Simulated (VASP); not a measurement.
Input of a VASP 6.6.1 run:

File INCAR:

```
PREC = Accurate
ENCUT = 520
EDIFF = 1E-6
ISMEAR = 0
SIGMA = 0.05
LREAL = F
LASPH = T
NELM = 100
ALGO = Normal
ISIF = 2
LWAVE = F
LCHARG = F
GGA = PE
NBANDS = 16
```

KPOINTS

```
Automatic mesh
0
Gamma
  6 6 4
```

POSCAR

```
Se
1.0
    4.4832497843      0.0000000000      0.0000000000
   -2.2416248921      3.8826082047      0.0000000000
    0.0000000000      0.0000000000      5.0668551939
Se
3
Direct
    0.2206162181      0.0000000000      0.8333333333
    0.0000000000      0.2206162181      0.1666666667
    0.7793837819      0.7793837819      0.5000000000
```

Potentials or basis: VASP PAW PBE potentials, release 64 (Se).

Command:

```console
$ cat potpaw_PBE.64/Se/POTCAR > POTCAR
$ mpirun -np 1 vasp_std > vasp.out
```

Predict the pressure.

0.0 GPa.

What does it give for the largest force?

0.013 eV/Å.

Estimate the band gap on the k mesh.

0.96 eV, indirect (least direct gap 1.16 eV).

Stress tensor (GPa, compression positive):
```
 0.09  0.00  0.00
 0.00  0.09  0.00
 0.00  0.00 -0.05
```

A k mesh can miss the band edges. Expect the measured gap to be larger: semilocal functionals such as PBE lack the derivative discontinuity.
